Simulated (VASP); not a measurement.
# Ni3Ge (Pm-3m) in VASP: settings compared

Aim: see how the results for Ni3Ge move with the level of theory and the settings. Levels: r2SCAN+U, PBEsol+D3+U. Tasks: single point, density of states.

Program: VASP 6.6.1. These are calculated values, not measurements. Logs are shortened: lines on timing, memory, paths and dates and some standing lists are left out, and cuts for length are marked.

### 1 The crystal as given

It takes space group Pm-3m (No. 221, cubic). Conventional cell: a = 3.530 Å, b = 3.530 Å, c = 3.530 Å, α = 90.00°, β = 90.00°, γ = 90.00°. Around Ge (site symmetry m-3m) lie 12 Ni at 2.50 Å. Around Ni (site symmetry 4/mmm) lie 4 Ge at 2.50 Å and 8 Ni at 2.50 Å.

The cell comes from a database or a generator and needn't be the stable form of this composition.

### 2 Single point, r2SCAN+U, collinear spin, zero start

INCAR reads:

```
  ALGO = Normal
  EDIFF = 1E-6
  ENCUT = 520
  ISIF = 2
  ISMEAR = 1
  ISPIN = 2
  LASPH = T
  LCHARG = F
  LDAU = T
  LDAUJ = 0 0
  LDAUL = -1 2
  LDAUPRINT = 1
  LDAUTYPE = 2
  LDAUU = 0 3.5
  LMAXMIX = 4
  LMIXTAU = T
  LORBIT = 11
  LREAL = F
  LWAVE = F
  MAGMOM = 0 0 0 0
  METAGGA = R2SCAN
  NBANDS = 34
  NELM = 120
  PREC = Accurate
  SIGMA = 0.2
```

KPOINTS reads:

```
k-points
0
Gamma
  8 8 8
```

POSCAR reads:

```
Ni3Ge
3.5303
    1.000009661134      0.000000000000      0.000000000000
    0.000000000000      1.000009661134      0.000000000000
    0.000000000000      0.000000000000      1.000009661134
Ge Ni
1 3
Direct
    0.0000000000      0.0000000000      0.0000000000
    0.5000000000      0.5000000000      0.0000000000
    0.0000000000      0.5000000000      0.5000000000
    0.5000000000      0.0000000000      0.5000000000
```

Potentials or basis: VASP PAW PBE potentials, release 54 (Ge_d, Ni).

Run with:

```bash
> cat potpaw_PBE.54/Ge_d/POTCAR potpaw_PBE.54/Ni/POTCAR > POTCAR
> mpirun -np 1 vasp_std > vasp.out
```

OUTCAR:

```text
EDIFF = 1E-6
   ENCUT = 520
   ISIF = 2
   ISMEAR = 1
   ISPIN = 2
   LASPH = T
   LORBIT = 11
   LREAL = F
   METAGGA = R2SCAN
   NELM = 120
   PREC = Accurate

 ion  position               nearest neighbor table
   1  0.000  0.000  0.000-   2 2.50   3 2.50   4 2.50   3 2.50   4 2.50   2 2.50   3 2.50   3 2.50
                             2 2.50   4 2.50   4 2.50   2 2.50
   2  0.500  0.500  0.000-   1 2.50   3 2.50   4 2.50   3 2.50   4 2.50   1 2.50   4 2.50   4 2.50
                             1 2.50   3 2.50   3 2.50   1 2.50
   3  0.000  0.500  0.500-   1 2.50   2 2.50   4 2.50   1 2.50   2 2.50   1 2.50   4 2.50   1 2.50
                             2 2.50   4 2.50   2 2.50   4 2.50
   4  0.500  0.000  0.500-   1 2.50   2 2.50   3 2.50   1 2.50   2 2.50   2 2.50   3 2.50   2 2.50
                             1 2.50   3 2.50   1 2.50   3 2.50

  LATTYP: Found a simple cubic cell.
 ALAT       =     3.5303341067

  Lattice vectors:

 A1 = (   3.5303341067,   0.0000000000,   0.0000000000)
 A2 = (   0.0000000000,   3.5303341067,   0.0000000000)
 A3 = (   0.0000000000,   0.0000000000,   3.5303341067)

Analysis of symmetry for initial positions (statically):
=====================================================================
 Subroutine PRICEL returns:
 Original cell was already a primitive cell.

 Routine SETGRP: Setting up the symmetry group for a
 simple cubic supercell.

 Subroutine GETGRP returns: Found 48 space group operations
 (whereof 48 operations were pure point group operations)
 out of a pool of 48 trial point group operations.

The static configuration has the point symmetry O_h .

Analysis of symmetry for dynamics (positions and initial velocities):
=====================================================================
 Subroutine PRICEL returns:
 Original cell was already a primitive cell.

 Routine SETGRP: Setting up the symmetry group for a
 simple cubic supercell.

 Subroutine GETGRP returns: Found 48 space group operations
[... 257 lines left out ...]
  o =  0.8375  v =  0.0000 -1.0000  0.0000  0.0000 -0.0000  0.0000  0.0000  0.0000  0.0000  0.0000      0.0000  0.0000  0.0000  0.0000  0.0000  0.0000  0.0000  0.0000  0.0000  0.0000
  o =  0.8618  v =  0.0000 -0.0000  0.0000 -1.0000 -0.0000  0.0000  0.0000  0.0000  0.0000  0.0000      0.0000  0.0000  0.0000  0.0000  0.0000  0.0000  0.0000  0.0000  0.0000  0.0000
  o =  0.8618  v =  0.0000  0.0000  0.0000  0.0000  0.0000  0.0000  0.0000 -0.0000 -1.0000  0.0000      0.0000  0.0000  0.0000  0.0000  0.0000  0.0000  0.0000  0.0000  0.0000  0.0000
  o =  0.8817  v =  0.0000 -0.0000 -0.8660 -0.0000  0.5000  0.0000  0.0000  0.0000  0.0000  0.0000      0.0000  0.0000  0.0000  0.0000  0.0000  0.0000  0.0000  0.0000  0.0000  0.0000
  o =  0.8817  v =  0.0000  0.0000  0.0000  0.0000  0.0000  0.0000  0.0000 -0.8660  0.0000  0.5000      0.0000  0.0000  0.0000  0.0000  0.0000  0.0000  0.0000  0.0000  0.0000  0.0000
  o =  0.9091  v =  0.0000  0.0000 -0.5000 -0.0000 -0.8660  0.0000  0.0000  0.0000  0.0000  0.0000      0.0000  0.0000  0.0000  0.0000  0.0000  0.0000  0.0000  0.0000  0.0000  0.0000
  o =  0.9091  v =  0.0000  0.0000  0.0000  0.0000  0.0000  0.0000 -0.0000 -0.5000 -0.0000 -0.8660      0.0000  0.0000  0.0000  0.0000  0.0000  0.0000  0.0000  0.0000  0.0000  0.0000

 number of electron      43.9999971 magnetization       0.0000035

 Free energy of the ion-electron system (eV)
  ---------------------------------------------------
  ext. energy  EPLUGINS =         0.00000000
  ---------------------------------------------------
  free energy    TOTEN  =       -44.31467431 eV

  energy without entropy =      -44.31699376  energy(sigma->0) =      -44.31544746

 E-fermi :   9.5906     XC(G=0): -14.6479

 val. band max:        9.5764444562   @ k =   0.5000   0.3750   0.3750
 cond. band min:       9.6281580357   @ k =   0.0000   0.0000   0.0000
 fundamental gap:      0.0517135795
 Fermi energy:         9.5905563475

 spin component 1

 k-point     1 :       0.0000    0.0000    0.0000
  band No.  band energies     occupation
      1     -15.6669      1.00000
      2     -15.6669      1.00000
      3     -15.6530      1.00000
      4     -15.6530      1.00000
      5     -15.6530      1.00000
      6      -2.9892      1.00000
[... 1769 lines left out ...]
     33      25.7722      0.00000
     34      28.0570      0.00000

 [... further k-points ...]

------------------------ aborting loop because EDIFF is reached ----------------------------------------

  FORCE on cell =-STRESS in cart. coord.  units (eV):
  Direction    XX          YY          ZZ          XY          YZ          ZX
  --------------------------------------------------------------------------------------
  -------------------------------------------------------------------------------------
  Total       -1.9591797     -1.9591797     -1.9591797     -0.0000000     -0.0000000      0.0000000
  in kB      -71.3407102    -71.3407102    -71.3407102     -0.0000000     -0.0000000      0.0000000
  external PRESSURE =     -71.3407102 kB  Pullay stress =       0.0000000 kB

 VOLUME and BASIS-vectors are now :
 -----------------------------------------------------------------------------
  energy-cutoff  :      520.00
  volume of cell :       44.00
      direct lattice vectors                 reciprocal lattice vectors
     3.530334107  0.000000000  0.000000000     0.283259309  0.000000000  0.000000000
     0.000000000  3.530334107  0.000000000     0.000000000  0.283259309  0.000000000
     0.000000000  0.000000000  3.530334107     0.000000000  0.000000000  0.283259309

 POSITION                                       TOTAL-FORCE (eV/Angst)
 -----------------------------------------------------------------------------------
      0.00000      0.00000      0.00000         0.000000      0.000000      0.000000
      1.76517      1.76517      0.00000         0.000000      0.000000      0.000000
      0.00000      1.76517      1.76517         0.000000      0.000000      0.000000
      1.76517      0.00000      1.76517         0.000000      0.000000      0.000000
 -----------------------------------------------------------------------------------
    total drift:                                0.000000      0.000000      0.000000

  FREE ENERGIE OF THE ION-ELECTRON SYSTEM (eV)
  ---------------------------------------------------
  free  energy   TOTEN  =       -44.3146743124 eV

  energy  without entropy=      -44.3169937585  energy(sigma->0) =      -44.31544746

 total charge

# of ion       s       p       d       tot
------------------------------------------
    1        1.080   1.220  10.130  12.430
    2        0.463   0.509   8.623   9.596
    3        0.463   0.509   8.623   9.596
    4        0.463   0.509   8.623   9.596
--------------------------------------------------
tot          2.471   2.748  35.999  41.218

 magnetization (x)

# of ion       s       p       d       tot
------------------------------------------
    1       -0.000   0.000  -0.000  -0.000
    2       -0.000  -0.000   0.000   0.000
    3       -0.000  -0.000   0.000   0.000
    4       -0.000  -0.000   0.000   0.000
--------------------------------------------------
tot         -0.000  -0.000   0.000   0.000
```

Run time: 4.9 min. Hardware: 1 thread of Intel Xeon Platinum 8559C (Emerald Rapids), shared host; peak memory 0.23 GiB.

What came out:

```yaml
Free_energy: -44.3147 eV
Pressure: -7.1 GPa
Band_gap_on_the_k_mesh: none (metal or under the smearing width)
Net_moment: 0.00 μB per cell
Valence_electrons_inside_the_program's_atomic_spheres: Ge 12.43; Ni 9.60
```

Eigenvalues of the final occupation matrices:
| site | spin | trace | eigenvalues |
| --- | --- | --- | --- |
| site 2 d | 1 | 4.33 | 0.84 0.84 0.86 0.88 0.91 |
| site 2 d | 2 | 4.33 | 0.84 0.84 0.86 0.88 0.91 |
| site 3 d | 1 | 4.33 | 0.84 0.84 0.86 0.88 0.91 |
| site 3 d | 2 | 4.33 | 0.84 0.84 0.86 0.88 0.91 |
| site 4 d | 1 | 4.33 | 0.84 0.84 0.86 0.88 0.91 |
| site 4 d | 2 | 4.33 | 0.84 0.84 0.86 0.88 0.91 |

Caveat: the PAW data sets were made with another functional, which shifts forces and pressure a little; the U is typed as a test and isn't derived for this compound.

### 3 Density of states, PBEsol+D3+U, collinear spin, zero start

POSCAR reads:

```
Ni3Ge
1.0
    3.5303341067      0.0000000000      0.0000000000
    0.0000000000      3.5303341067      0.0000000000
    0.0000000000      0.0000000000      3.5303341067
Ge Ni
1 3
Direct
    0.0000000000      0.0000000000      0.0000000000
    0.5000000000      0.5000000000      0.0000000000
    0.0000000000      0.5000000000      0.5000000000
    0.5000000000      0.0000000000      0.5000000000
```

INCAR.step1 reads:

```
  PREC = Accurate
  ENCUT = 900
  EDIFF = 1E-6
  ISMEAR = 1
  SIGMA = 0.1
  LREAL = False
  LASPH = True
  NELM = 120
  ALGO = Normal
  ISIF = 2
  LWAVE = False
  LCHARG = True
  ISPIN = 2
  MAGMOM = 0 0 0 0
  LMAXMIX = 4
  LDAU = True
  LDAUTYPE = 2
  LDAUL = -1 2
  LDAUU = 0 5
  LDAUJ = 0 0
  LDAUPRINT = 1
  GGA = PS
  IVDW = 11
```

KPOINTS.step1 reads:

```
regular mesh
0
Gamma
  8 8 8
```

INCAR.step2 reads:

```
  PREC = Accurate
  ENCUT = 900
  EDIFF = 1E-6
  ISMEAR = -5
  SIGMA = 0.1
  LREAL = False
  LASPH = True
  NELM = 120
  ALGO = Normal
  ISIF = 2
  LWAVE = False
  LCHARG = False
  ISPIN = 2
  MAGMOM = 0 0 0 0
  LORBIT = 11
  LMAXMIX = 4
  LDAU = True
  LDAUTYPE = 2
  LDAUL = -1 2
  LDAUU = 0 5
  LDAUJ = 0 0
  LDAUPRINT = 1
  GGA = PS
  IVDW = 11
  NEDOS = 2001
  ICHARG = 11
```

KPOINTS.step2 reads:

```
regular mesh
0
Gamma
  12 12 12
```

Potentials or basis: VASP PAW PBE potentials, release 64 (Ge_h, Ni).

Run with:

```bash
> cat potpaw_PBE.64/Ge_h/POTCAR potpaw_PBE.64/Ni/POTCAR > POTCAR
> cp INCAR.step1 INCAR
> cp KPOINTS.step1 KPOINTS
> mpirun -np 1 vasp_std > vasp.out
> cp INCAR.step2 INCAR
> cp KPOINTS.step2 KPOINTS
> mpirun -np 1 vasp_std > vasp.out
```

Run time: 3.5 min. Hardware: 1 thread of Intel Xeon Platinum 8559C (Emerald Rapids), shared host; peak memory 0.48 GiB.

Results (log left out):

| Property | Result |
| --- | --- |
| Net moment | 0.00 μB per cell |
| Valence electrons inside the program's atomic spheres | Ge 11.42; Ni 9.62 |
| Dispersion energy per atom | -0.332 eV |

Levels at points of the mesh, in eV from the Fermi level:
Spin up:
| k point | band 18 | band 19 | band 20 | band 21 | band 22 | band 23 | band 24 | band 25 | band 26 |
| --- | --- | --- | --- | --- | --- | --- | --- | --- | --- |
| (0.00, 0.00, 0.00) | -0.48 | -0.21 | -0.21 | -0.21 | 0.04 | 0.04 | 0.04 | 4.36 | 7.26 |
| (0.50, 0.00, 0.00) | -1.35 | -1.35 | -1.34 | -0.82 | 0.04 | 3.98 | 3.98 | 5.49 | 6.58 |
| (0.50, 0.50, 0.00) | -1.69 | -1.25 | -1.05 | -0.98 | -0.95 | 0.69 | 0.69 | 5.93 | 7.17 |
| (0.50, 0.50, 0.50) | -1.63 | -1.31 | -1.31 | -0.27 | -0.27 | -0.27 | 0.56 | 0.74 | 4.79 |
Spin down:
| k point | band 18 | band 19 | band 20 | band 21 | band 22 | band 23 | band 24 | band 25 | band 26 |
| --- | --- | --- | --- | --- | --- | --- | --- | --- | --- |
| (0.00, 0.00, 0.00) | -0.48 | -0.21 | -0.21 | -0.21 | 0.04 | 0.04 | 0.04 | 4.36 | 7.26 |
| (0.50, 0.00, 0.00) | -1.35 | -1.35 | -1.34 | -0.82 | 0.04 | 3.98 | 3.98 | 5.49 | 6.58 |
| (0.50, 0.50, 0.00) | -1.69 | -1.25 | -1.05 | -0.98 | -0.95 | 0.69 | 0.69 | 5.93 | 7.17 |
| (0.50, 0.50, 0.50) | -1.63 | -1.31 | -1.31 | -0.27 | -0.27 | -0.27 | 0.56 | 0.74 | 4.79 |

States per cell in windows of 1 eV (zero at the Fermi level; states under -8 eV left out):
```tsv
from (eV)	up	down	Ni3_d_up	Ni4_d_up	Ni2_d_up	Ni3_d_down	Ni4_d_down	Ni2_d_down
-8.0	0.00	0.00	0.00	0.00	0.00	0.00	0.00	0.00
-7.0	0.21	0.21	0.01	0.01	0.01	0.01	0.01	0.01
-6.0	0.81	0.81	0.07	0.07	0.07	0.07	0.07	0.07
-5.0	1.03	1.03	0.18	0.18	0.18	0.18	0.18	0.18
-4.0	2.97	2.96	0.74	0.74	0.74	0.74	0.74	0.74
-3.0	3.70	3.70	1.09	1.09	1.09	1.09	1.09	1.09
-2.0	4.79	4.79	1.49	1.49	1.49	1.49	1.49	1.49
-1.0	2.60	2.60	0.76	0.76	0.76	0.76	0.76	0.76
0.0	0.68	0.68	0.15	0.15	0.15	0.15	0.15	0.15
1.0	0.76	0.76	0.13	0.13	0.13	0.13	0.13	0.13
2.0	0.53	0.53	0.07	0.07	0.07	0.07	0.07	0.07
3.0	0.40	0.40	0.05	0.05	0.05	0.05	0.05	0.05
4.0	0.30	0.30	0.03	0.03	0.03	0.03	0.03	0.03
5.0	0.45	0.45	0.04	0.04	0.04	0.04	0.04	0.04
6.0	0.53	0.53	0.04	0.04	0.04	0.04	0.04	0.04
7.0	0.33	0.33	0.02	0.02	0.02	0.02	0.02	0.02
```

Eigenvalues of the final occupation matrices:
| site | spin | trace | eigenvalues |
| --- | --- | --- | --- |
| site 2 d | 1 | 4.37 | 0.85 0.85 0.87 0.89 0.91 |
| site 2 d | 2 | 4.37 | 0.85 0.85 0.87 0.89 0.91 |
| site 3 d | 1 | 4.37 | 0.85 0.85 0.87 0.89 0.91 |
| site 3 d | 2 | 4.37 | 0.85 0.85 0.87 0.89 0.91 |
| site 4 d | 1 | 4.37 | 0.85 0.85 0.87 0.89 0.91 |
| site 4 d | 2 | 4.37 | 0.85 0.85 0.87 0.89 0.91 |

Caveat: the PAW data sets were made with another functional, which shifts forces and pressure a little; pairwise dispersion overbinds metals, which lowers pressure and volume; the U is typed as a test and isn't derived for this compound; tetrahedron occupations give inexact forces and stress in metals.
